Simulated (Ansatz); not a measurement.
Tl:

```
Tl
1.0
     3.45600    0.00000    0.00000
    -1.72800    2.99298    0.00000
     0.00000    0.00000    5.52500
Tl
2
Direct
  0.66667 0.33333 0.75000
  0.33333 0.66667 0.25000
```

Base run:

- Program: Ansatz 0.2.0
- Functional: PBEsol
- Potentials or basis: all-electron LAPW, scalar-relativistic
- Cutoff: 167 eV (chosen from the basis error)
- Basis error allowed: 0.001 eV/atom
- k mesh: 9 × 9 × 5
- Occupations: fermi-dirac, width 0.05 eV
- Spin: no spin polarisation

Its results: pressure 0.2 GPa.

**Question.** The run is repeated on the same cell with these changes: functional from PBEsol to PBE. What comes out?

**Answer.** Pressure 3.4 GPa.

PBE binds less tightly than PBEsol, so the same cell stands under more pressure.
